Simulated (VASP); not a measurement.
Write the native input for VASP 6.6.1 that does the following.

```
Task                   : relaxation of cell and atoms
Functional             : SCAN
Potentials or basis    : VASP PAW PBE potentials, release 64 (In_d, P)
Cutoff                 : 600 eV
k mesh                 : 8 × 8 × 8
Occupations            : gaussian, width 0.05 eV
Spin                   : no spin polarisation
Further INCAR settings : ALGO = Normal; EDIFF = 1e-06; IBRION = 2; EDIFFG = -0.005; NSW = 40; ISIF = 3
```

The structure of InP lies in POSCAR:

```
InP
1.0
    0.0000000000      2.9305000000      2.9305000000
    2.9305000000      0.0000000000      2.9305000000
    2.9305000000      2.9305000000      0.0000000000
In P
1 1
Direct
    0.0000000000      0.0000000000      0.0000000000
    0.7500000000      0.7500000000      0.7500000000
```

One way to write it, as run:

INCAR

```
  PREC = Accurate
  ENCUT = 600
  EDIFF = 1E-6
  ISMEAR = 0
  SIGMA = 0.05
  LREAL = F
  LASPH = T
  NELM = 100
  ALGO = Normal
  ISIF = 3
  LWAVE = F
  LCHARG = F
  METAGGA = SCAN
  LMIXTAU = T
  IBRION = 2
  NSW = 40
  EDIFFG = -0.005
```

KPOINTS

```
regular mesh
0
Gamma
  8 8 8
```

Potentials or basis: VASP PAW PBE potentials, release 64 (In_d, P).

Run with:

```bash
$ cat potpaw_PBE.64/In_d/POTCAR potpaw_PBE.64/P/POTCAR > POTCAR
$ mpirun -np 1 vasp_std > vasp.out
```

Results of the run:

The relaxed volume is 25.52 Å³/atom and the relaxed cell is a = 4.164 Å, b = 4.164 Å, c = 4.164 Å, α = 60.00°, β = 60.00°, γ = 60.00°. The space group after relaxing (to 0.05 Å) is F-43m (No. 216), the energy gained by relaxing is 1.6 meV/atom and the ionic steps are 4. The pressure after relaxing is 0.0 GPa and the band gap on the k mesh is 0.98 eV, direct.

Caveat: the PAW data sets were made with another functional, which shifts forces and pressure a little; spin-orbit coupling is left out, which moves the levels of the heavy elements.

Wall time 3.1 min on 1 thread of Intel(R) Xeon(R) 6975P-C (Granite Rapids), with other jobs on the host, peak memory 0.24 GiB.
